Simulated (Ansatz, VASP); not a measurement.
**Nb (ladder Nb chain): VASP beside Ansatz**

Aim: how closely do two programs agree when they are given the same cell, functional and k mesh? The structure shown is the start of the Ansatz relaxation below; VASP solves that cell, so the two are compared at the walk's first step.

Calculated with Ansatz 0.2.0; plane waves, with VASP 6.6.1 beside it; single point at PBE.

### Step 1. The structure

The cell holds 2 atoms: 2 Nb. Cell: a = 9.000 Å, b = 7.500 Å, c = 3.209 Å, α = 90.0°, β = 90.0°, γ = 90.0°. Vacuum lies along a and b. The structure's axis is c.

### Step 2. Ansatz: relaxation, PBE

Ansatz runs on its default PAW (the set named soft_2) files.

The two programs are compared at the cell with which this relaxation starts, whose forces are those of its first step.

Input file input.yaml:

```yaml
crystal:
  lattice:
    - [9.0, 0.0, 0.0]
    - [0.0, 7.5, 0.0]
    - [0.0, 0.0, 3.20948]
  atoms:
    - { symbol: Nb, position: [0.347662222, 0.5, 0.0], spin: 2.0 }
    - { symbol: Nb, position: [0.652337778, 0.5, 0.5], spin: 2.0 }
magnetization:
  spin_polarized: true
kpoints:
  mp_grid: { grid: [1, 1, 25] }
scf:
  occupations: { method: fermi_dirac, width: 0.05 }
hamiltonian:
  xc: pbe
relax:
  cell: { fix: [a, b, alpha, beta, gamma] }
  max_steps: 60
```

On the command line:

```bash
> ansatz run input.yaml --threads 4 --pin off --max-ram 8192MiB --backend cpu --events-out ev --progress --plain --runs-dir out
```

Numbers of over 12 decimals in the logs are rounded to 6 here.

What it wrote:

```text
Engine: ansatz 0.2.0, aarch64-unknown-linux-gnu
Pseudopotentials: kind: paw
Pseudopotential: Nb, paw, valence charge 13, recommended cutoff 420 eV (normal), Nb.paw.azcp
Functional definition: PBE
  parameter kappa = 0.804
  parameter beta = 0.066725
  exchange = pbe_x(kappa = kappa, mu = beta*pi^2/3)
  correlation = pbe_c(beta = beta)
Crystal: 2 atoms, lattice volume = 216.640 Å³
Basis set: ecut = 420 eV, 4257 PW (Γ), exchange–correlation on 128×108×48 points (8 copies of the dense FFT grid, shifted against one another)
Bands: 19, of which v1, the nominal top of the filled ones, is band 13 counted from 1 (12 counted from 0)
Symmetry: 8 space group operations
Space group: Pmma (ITA 51), of the structure as read, at distance tolerance 6.0e-5 Å
Magnetic group: BNS 51.289 (UNI 387), of the structure as read, at distance tolerance 6.0e-5 Å
k-points: 13 of 25
Non-local potential: Nb, projectors of the file, l = 0: 3, l = 1: 2, l = 2: 2, l = 3: 1
PAW form: soft (Blöchl's): semilocal exchange-correlation on the pseudo side does not see the compensation charge
PAW one-centre angular grid: Nb, 590 points (default); XC on 64 Gauss nodes
Initial density: superposition of atomic densities (neutral atoms: chi_scale 0, normalization atom)
Starting moments: Σ|m| = 4 μB on 2 of 2 sites
Initial wavefunctions: pseudopotential atomic-orbital guess
Functional: x = pbe(κ = 0.804, μ = 0.219515), c = pbe(β = 0.066725)
SCF iter   1: F=—  HF=-9096.112434 eV  |F-HF|=—  |Δ(HF+E_count)|=         —  Δρ=1.75e-2 (↑1.75e-2 ↓1.42e-2)  dr2=5.78e0  dr2_m=9.31e-2  M=3.573 μB ∫|m|=3.573 μB  β_m=0.30  ethr=3.10e-3  ⟨swp⟩=4.9  Hψ=2166  notcnv=0
Mixer restart at iter 1: flushing history
preconditioner: auto → LDOS  [metal: Δε(μ)=0.037 eV  Ē_g=2.297 eV  σ=0.050 eV  W_gap=0.18  n_scr=20 (ndim 8)  ℏωp=8.0 eV  f_vac=0.488  D(μ)=5.98/eV (n_scr^D=36)]
spin=Collinear: LDOS preconditioning applied to the charge; magnetization (m = ρ↑ − ρ↓) channel mixes plain (no charge-response kernel on spin).
SCF iter   2: F=—  HF=-9095.493805 eV  |F-HF|=—  |Δ(HF+E_count)|=   6.19e-1  Δρ=1.13e-2 (↑1.13e-2 ↓1.00e-2)  dr2=2.06e0  dr2_m=5.24e-2  M=3.660 μB ∫|m|=3.660 μB  β_m=0.52  ethr=3.10e-3  ⟨swp⟩=2.0  Hψ=984  notcnv=0  defer=4
SCF iter   3: F=—  HF=-9095.421213 eV  |F-HF|=—  |Δ(HF+E_count)|=   7.26e-2  Δρ=4.07e-3 (↑4.07e-3 ↓3.31e-3)  dr2=6.30e-2  dr2_m=1.23e-2  M=3.674 μB ∫|m|=3.674 μB  β_m=0.65  ethr=3.10e-3  ⟨swp⟩=3.0  Hψ=940  notcnv=0  defer=4
SCF iter   4: F=—  HF=-9095.517942 eV  |F-HF|=—  |Δ(HF+E_count)|=         —  Δρ=2.70e-3 (↑2.70e-3 ↓2.53e-3)  dr2=1.36e-2  dr2_m=1.18e-2  M=3.335 μB ∫|m|=3.345 μB  β_m=0.65  ethr=2.42e-4  ⟨swp⟩=2.1  Hψ=972  notcnv=0  defer=2
Mixer restart at iter 4: flushing history
SCF iter   5: F=—  HF=-9095.525555 eV  |F-HF|=—  |Δ(HF+E_count)|=   7.61e-3  Δρ=1.64e-3 (↑1.64e-3 ↓1.39e-3)  dr2=4.56e-3  dr2_m=3.86e-3  M=3.267 μB ∫|m|=3.283 μB  β_m=0.83  ethr=5.23e-5  ⟨swp⟩=2.3  Hψ=773  notcnv=0  defer=2
SCF iter   6: F=—  HF=-9095.531428 eV  |F-HF|=—  |Δ(HF+E_count)|=   5.87e-3  Δρ=3.11e-4 (↑3.11e-4 ↓1.79e-4)  dr2=2.77e-4  dr2_m=7.40e-5  M=3.193 μB ∫|m|=3.217 μB  β_m=0.91  ethr=1.75e-5  ⟨swp⟩=2.0  Hψ=934  notcnv=0  defer=2
SCF iter   7: F=—  HF=-9095.531737 eV  |F-HF|=—  |Δ(HF+E_count)|=   3.09e-4  Δρ=1.31e-4 (↑1.31e-4 ↓8.92e-5)  dr2=9.54e-5  dr2_m=9.74e-6  M=3.188 μB ∫|m|=3.212 μB  β_m=0.87  ethr=1.07e-6  ⟨swp⟩=2.1  Hψ=804  notcnv=0  defer=2
SCF iter   8: F=—  HF=-9095.531777 eV  |F-HF|=—  |Δ(HF+E_count)|=   3.96e-5  Δρ=4.41e-5 (↑3.48e-5 ↓4.41e-5)  dr2=1.86e-5  dr2_m=1.59e-6  M=3.185 μB ∫|m|=3.208 μB  β_m=0.82  ethr=3.67e-7  ⟨swp⟩=2.0  Hψ=787  notcnv=0  defer=2
[...]
SCF 1 converged in 13 iterations: F = -9095.531789 eV  dr2 = 1.22e-9
[...]
Crystal: 2 atoms, lattice volume = 191.436 Å³
[...]
preconditioner: auto → LDOS  [metal: Δε(μ)=0.045 eV  Ē_g=3.272 eV  σ=0.050 eV  W_gap=0.21  n_scr=10 (ndim 8)  ℏωp=8.5 eV  f_vac=0.572  D(μ)=2.40/eV (n_scr^D=10)]
spin=Collinear: LDOS preconditioning applied to the charge; magnetization (m = ρ↑ − ρ↓) channel mixes plain (no charge-response kernel on spin).
[...]
SCF iter   8: F=-9098.964556 eV  HF=-9098.964556 eV  |F-HF|=1.56e-10  |Δ(HF+E_count)|=   1.59e-9  Δρ=2.00e-7 (↑1.58e-7 ↓2.00e-7)  dr2=1.25e-11  dr2_m=5.43e-11  M=0.000 μB ∫|m|=0.000 μB  β_m=0.94  ethr=1.76e-12  ⟨swp⟩=1.0  Hψ=1496  notcnv=0
SCF iter   9: F=-9098.964556 eV  HF=-9098.964556 eV  |F-HF|=1.82e-11  |Δ(HF+E_count)|=  4.27e-10  Δρ=5.68e-8 (↑5.68e-8 ↓4.71e-8)  dr2=3.14e-11  dr2_m=1.69e-12  M=0.000 μB ∫|m|=0.000 μB  ethr=1.00e-12  ⟨swp⟩=1.0  Hψ=1385  notcnv=0
the starting moments were not kept: the SCF closed with an absolute magnetisation of 9.4e-6 μB, where they sum to 4 μB in size (2 sites). That is at most 0.1 of that sum. Measured as dr2_m measures the in/out step, that magnetisation stands 6.5e-12 eV from none, at or under the dr2_threshold of 2.0e-7 eV: it is no larger than a step whose dr2_m would equal this threshold.
SCF 8 converged in 9 iterations: F = -9098.964556 eV  dr2 = 3.14e-11
relax step   8: F+E_penalty+E_count = -9098.96455579 eV  Δ(F+E_penalty+E_count) = -1.013e-4 eV  max|allowed force component| = 9.174e-3 eV/Å  Δτ_max = 0.0022 Å  P = -0.103 GPa  Ω = 191.436 Å³  energy of the carried Pulay correction = +7.187e-4 eV  fix = [a, b, alpha, beta, gamma]  reactions: a +0.109, b -0.412 GPa  (9 SCF iters, dr2 threshold 2.00e-7 eV, accepted)
Basis set: ecut = 420 eV, 3755 PW (Γ), exchange–correlation on 128×108×40 points (8 copies of the dense FFT grid, shifted against one another)
Initial wavefunctions: pseudopotential atomic-orbital guess (no wavefunctions were taken with the density)
iter 1 solved again at ethr=3.61e-7 eV; its pass at ethr=3.10e-3 eV (dr2=9.39e-5 eV) is discarded
SCF iter   1: F=—  HF=-9098.963912 eV  |F-HF|=—  |Δ(HF+E_count)|=         —  Δρ=4.48e-5 (↑4.48e-5 ↓4.48e-5)  dr2=2.31e-6  dr2_m=2.15e-12  M=0.000 μB ∫|m|=0.000 μB  β_m=0.65  ethr=3.61e-7  ⟨swp⟩=3.8  Hψ=3840  notcnv=0
preconditioner: auto → LDOS  [metal: Δε(μ)=0.051 eV  Ē_g=3.272 eV  σ=0.050 eV  W_gap=0.24  n_scr=10 (ndim 8)  ℏωp=8.5 eV  f_vac=0.572  D(μ)=2.41/eV (n_scr^D=10)]
spin=Collinear: LDOS preconditioning applied to the charge; magnetization (m = ρ↑ − ρ↓) channel mixes plain (no charge-response kernel on spin).
SCF iter   2: F=—  HF=-9098.963913 eV  |F-HF|=—  |Δ(HF+E_count)|=   9.31e-7  Δρ=1.51e-5 (↑1.51e-5 ↓1.51e-5)  dr2=2.04e-7  dr2_m=1.15e-12  M=0.000 μB ∫|m|=0.000 μB  β_m=0.60  ethr=8.90e-9  ⟨swp⟩=2.7  Hψ=820  notcnv=0
SCF iter   3: F=—  HF=-9098.963914 eV  |F-HF|=—  |Δ(HF+E_count)|=   4.01e-7  Δρ=2.75e-6 (↑2.75e-6 ↓2.75e-6)  dr2=1.42e-8  dr2_m=5.99e-13  M=0.000 μB ∫|m|=0.000 μB  β_m=0.64  ethr=7.85e-10  ⟨swp⟩=2.8  Hψ=832  notcnv=0
SCF iter   4: F=—  HF=-9098.963914 eV  |F-HF|=—  |Δ(HF+E_count)|=   1.79e-8  Δρ=6.15e-7 (↑6.08e-7 ↓6.15e-7)  dr2=1.99e-9  dr2_m=3.12e-13  M=0.000 μB ∫|m|=0.000 μB  β_m=0.67  ethr=5.46e-11  ⟨swp⟩=2.3  Hψ=766  notcnv=0
SCF iter   5: F=—  HF=-9098.963914 eV  |F-HF|=—  |Δ(HF+E_count)|=   3.44e-9  Δρ=1.55e-7 (↑1.55e-7 ↓1.55e-7)  dr2=1.05e-10  dr2_m=1.51e-13  M=0.000 μB ∫|m|=0.000 μB  β_m=0.69  ethr=7.66e-12  ⟨swp⟩=2.7  Hψ=735  notcnv=0
SCF iter   6: F=—  HF=-9098.963914 eV  |F-HF|=—  |Δ(HF+E_count)|=  2.38e-10  Δρ=4.80e-8 (↑4.80e-8 ↓4.61e-8)  dr2=1.79e-11  dr2_m=7.49e-14  M=0.000 μB ∫|m|=0.000 μB  β_m=0.78  ethr=1.00e-12  ⟨swp⟩=2.0  Hψ=585  notcnv=0
SCF iter   7: F=-9098.963914 eV  HF=-9098.963914 eV  |F-HF|=7.28e-12  |Δ(HF+E_count)|=  2.73e-11  Δρ=1.49e-8 (↑1.49e-8 ↓1.10e-8)  dr2=8.93e-13  dr2_m=1.88e-14  M=0.000 μB ∫|m|=0.000 μB  ethr=1.00e-12  ⟨swp⟩=4.7  Hψ=1952  notcnv=0
the starting moments were not kept: the SCF closed with an absolute magnetisation of 1.0e-6 μB, where they sum to 4 μB in size (2 sites). That is at most 0.1 of that sum. Measured as dr2_m measures the in/out step, that magnetisation stands 7.2e-14 eV from none, at or under the dr2_threshold of 2.0e-11 eV: it is no larger than a step whose dr2_m would equal this threshold.
SCF 9 converged in 7 iterations: F = -9098.963914 eV  dr2 = 8.93e-13
relax step   9: F+E_penalty+E_count = -9098.96391381 eV  Δ(F+E_penalty+E_count) = +6.420e-4 eV  max|allowed force component| = 8.809e-3 eV/Å  Δτ_max = 0.0000 Å  P = -0.103 GPa  Ω = 191.436 Å³  fix = [a, b, alpha, beta, gamma]  reactions: a +0.111, b -0.412 GPa  stress off target by 8.19e-3 GPa on what of the cell is left free  SCF on the basis re-selected at this cell (its energy is not comparable with the rows above)  (7 SCF iters)
basis re-selected at this cell: Δ(F+E_penalty+E_count) = +6.420e-4 eV, ΔP = -0.000 GPa vs the last step (what re-selecting the basis moved, of the pressure what is left beyond the Pulay correction that the steps carried, after the strain that the cell walked since its last selection, with what the two solves' SCF thresholds leave and, on support functions, any second-order correction that the steps lacked; it is no measure of the basis error at this ecutwfc). The dense FFT grid was sized anew with the basis: this SCF ran on 64×54×20 points, the steps before it on 64×54×24, so part of this shift can come from that change (see relax.cell in the input reference). [rest of the remark cut]
SCF converged after 7 iterations
Magnetization: 0.0000 μB (13.0000 up, 13.0000 down)
Absolute magnetization: 0.0000 μB (∫|ρ↑−ρ↓|, with the PAW one-centre terms)
Spin contamination: 0.0000 ħ² per cell (⟨S²⟩ above its minimum at these occupations)
Per-site moments (μB) at R_I (Å): [(-1.0783135977874945e-7, 0.992026), (-1.0783135980956362e-7, 0.992026)]
Free energy (F): -9098.963914 eV
Harris-Foulkes:  -9098.963914 eV  (|F-HF|=7.28e-12)
Internal energy: -9098.945610 eV  (E = F + TS)
E sigma→0 (E₀):  -9098.954762 eV
Entropy (-TS):   -0.018304 eV (-9.152 meV/atom)
Fermi energy:    0.756710 eV
--- Per-component energies (eV) ---
  E_band       = -583.094359
  E_kinetic    = 789.983705
  E_local      = -5764.448991  (includes V_loc(G=0)·N_el)
  E_nonlocal   = 248.046780
  E_hartree    = 2390.709772
  E_xc         = -346.480796
  E_vxc        = -419.617959  (∫ρ·V_xc dr)
  E_paw        = -6149.285384  (= ΣΔE_a)
  E_vpaw       = -218.477419  (= ΣTr[D̂ρ^β])
  E_aug_tail   = 0.000014  (compensation charges beyond the density's cutoff)
  E_ewald      = -267.470711
  E_smearing   = -0.018304  (= −TS)
  E_closure    = -0.000000  (closes the sum)
  Σ components = -9098.963914   (vs F -9098.963914, Δ=0.00e0)
--- Forces (eV/Å), atoms counted from 1 ---
  atom   1  Nb     0.00880888     0.00000000     0.00000000
  atom   2  Nb    -0.00880888     0.00000000     0.00000000
  max |Σ_I F_I| component: 1.73e-18 eV/Å
--- Stress (GPa, compression-positive) ---
        0.111182       0.000000       0.000000
        0.000000      -0.412151       0.000000
        0.000000       0.000000      -0.008194
  P = ⅓ Tr σ = -0.1031 GPa (-1.031 kbar)
--- Relaxed structure (8 steps of the walk, 8 accepted, 1 SCFs on fresh bases) ---
  F+E_penalty+E_count = -9098.96391381 eV   max|allowed force component| = 8.809e-3 eV/Å   (the final SCF, on the basis selected at the relaxed cell)
  cell:  # Å, volume = 191.4358 Å³
    - [9.0, 0.0, 0.0]
    - [0.0, 7.5, 0.0]
    - [0.0, 0.0, 2.836086]
  atoms:
    - { symbol: Nb, position: [0.392091, 0.5, 0.0] }
    - { symbol: Nb, position: [0.607909, 0.5, 0.5] }
```

The column dr2 measures how far the density is from self-consistency, as an energy; F and HF (Harris–Foulkes) agree once it is small.

(Continued in part 2 of 2.)

[Lines on the potential files, build, host, timing and source positions are cut from VASP's logs without a mark.]

[Logs are printed without paths, hosts, clocks, repeated set-up lines and the standing remarks that a program may print on its own settings, such as how far it seeks lower states.]

[Hosts, paths, dates, database ids (printed as entryN), source tags and the programs' standing remarks are cut or masked in the printed files.]
